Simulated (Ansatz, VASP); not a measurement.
Two plane-wave programs on Ir

```
Ir
1.0
     0.00000    1.91560    1.91560
     1.91560    0.00000    1.91560
     1.91560    1.91560    0.00000
Ir
1
Direct
  0.00000 0.00000 0.00000
```

Alike in both runs: task relaxation of cell and atoms; functional PBEsol; k mesh 12 × 12 × 12; no spin polarisation.

|  | VASP | Ansatz |
| --- | --- | --- |
| version | VASP 6.6.1 | Ansatz 0.2.0 |
| potentials or method | VASP PAW PBE potentials, release 64 (Ir) | plane waves, PAW |
| plane-wave cutoff (eV) | 600 | 517 |
| occupations | methfessel-paxton of order 1, width 0.1 eV | cold, width 0.1 eV |
| valence electrons in the cell | 9 | 17 |

VASP gave:

```
relaxed volume (Å³/atom)                                     : 14.07
relaxed cell length with the largest relative difference (Å) : 2.710
```

Task: Which values does Ansatz return?

Result: Relaxed volume (Å³/atom): 14.03; relaxed cell length with the largest relative difference (Å): 2.707.

The two sets of potentials don't hold the same shells in valence.

Caveats: the PAW data sets were made with another functional, which shifts forces and pressure a little (VASP). Spin-orbit coupling is left out, which matters for the levels of Ir.
